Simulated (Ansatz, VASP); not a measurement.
# Al in VASP and in Ansatz

```xyz
1
Lattice="2.5837 0.0000 0.0000 0.0000 2.5837 0.0000 0.0000 0.0000 2.5837" Properties=species:S:1:pos:R:3 pbc="T T T"
Al    0.0000    0.0000    0.0000
```

Alike in both runs: task single point; functional r2SCAN; k mesh 8 × 8 × 8; occupations gaussian, width 0.1 eV; no spin polarisation.

```csv
,VASP,Ansatz
version,VASP 6.6.1,Ansatz 0.2.0
potentials or method,"VASP PAW PBE potentials, release 64 (Al)","scalar-relativistic, plane waves, PAW"
plane-wave cutoff (eV),520,500
valence electrons in the cell,3,3
```

VASP gave:

- gap on the k mesh at the Fermi level (eV): none
- pressure (GPa): 10.6

Problem. Which values does Ansatz return?

Solution. gap on the k mesh at the Fermi level (eV): none; pressure (GPa): 10.9.

A gap of «none» marks a metal or a gap that the smearing closes.

Caveats: the PAW data sets were made with another functional, which shifts forces and pressure a little (VASP).
